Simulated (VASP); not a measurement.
GaSb, 2 atoms in the cell. It takes space group F-43m (No. 216, cubic). Conventional cell: a = 6.118 Å, b = 6.118 Å, c = 6.118 Å, α = 90.00°, β = 90.00°, γ = 90.00°. Ga (site symmetry -43m) has 4 Sb at 2.65 Å as nearest neighbours. Sb (site symmetry -43m) is surrounded by 4 Ga at 2.65 Å. 

| Item | Value |
| --- | --- |
| Program | VASP 6.6.1 |
| Task | relaxation of cell and atoms |
| Functional | r2SCAN |
| Dispersion | D4 |
| Potentials or basis | VASP PAW PBE potentials, release 64 (Ga_d, Sb) |
| Cutoff | 600 eV |
| k mesh | 6 × 6 × 6 |
| Occupations | gaussian, width 0.01 eV |
| Spin | no spin polarisation |
| Dipole correction | no |
| Further INCAR settings | ALGO = Normal; EDIFF = 1e-06; IBRION = 2; EDIFFG = -0.005; NSW = 60; ISIF = 3 |

Potentials or basis: VASP PAW PBE potentials, release 64 (Ga_d, Sb).

The run is started by

```sh
$ cat potpaw_PBE.64/Ga_d/POTCAR potpaw_PBE.64/Sb/POTCAR > POTCAR
$ cp INCAR.step1 INCAR
$ mpirun -np 1 vasp_std > vasp.out
$ cp INCAR.step2 INCAR
$ mpirun -np 1 vasp_std > vasp.out
```

Hardware: 1 thread of Intel(R) Xeon(R) 6975P-C (Granite Rapids), with other jobs on the host.

**Question.** Estimate the wall time of this run.

**Answer.** Wall time 2.1 min on 1 thread of Intel(R) Xeon(R) 6975P-C (Granite Rapids), on a shared host, peak memory 0.23 GiB. Counts: scf iterations 46, k points 16, ion steps 8.
